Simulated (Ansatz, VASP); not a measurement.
# One calculation of InSe, two programs

```xyz
4
Lattice="5.8264 -2.0546 0.0000 5.8264 2.0546 0.0000 -1.7232 0.0000 4.7713" Properties=species:S:1:pos:R:3 pbc="T T T"
In   10.2693    0.0000    0.2235
In   -0.3398    0.0000    4.5479
Se    6.5489    0.0000    3.1918
Se    3.3807    0.0000    1.5795
```

Change from the starting cell: strain = 0.0.

Alike in both runs: task relaxation of the atoms; functional PBE; k mesh 5 × 5 × 5; occupations fermi-dirac, width 0.05 eV; no spin polarisation.

|  | VASP | Ansatz |
| --- | --- | --- |
| version | VASP 6.6.1 | Ansatz 0.2.0 |
| potentials or method | VASP PAW PBE potentials, release 64 (In_d, Se) | Ansatz PAW |
| plane-wave cutoff (eV) | 520 | 420 |
| valence electrons in the cell | 38 | 58 |

```tsv
	VASP	Ansatz	Ansatz less VASP
gap on the k mesh at the Fermi level, each at its own relaxed structure (eV)	1.18	1.19	+0.002
energy change over the relaxation (meV/atom)	-2	-2	+0.1
```

The two sets of potentials don't hold the same shells in valence.

Caveats: spin-orbit coupling is left out, which moves the levels of the heavy elements; an odd mesh through Γ misses points on the zone boundary, where band edges often lie (VASP); odd divisions of the mesh miss points on the zone boundary, where band edges often lie, so the gap on the mesh can be too wide (Ansatz).
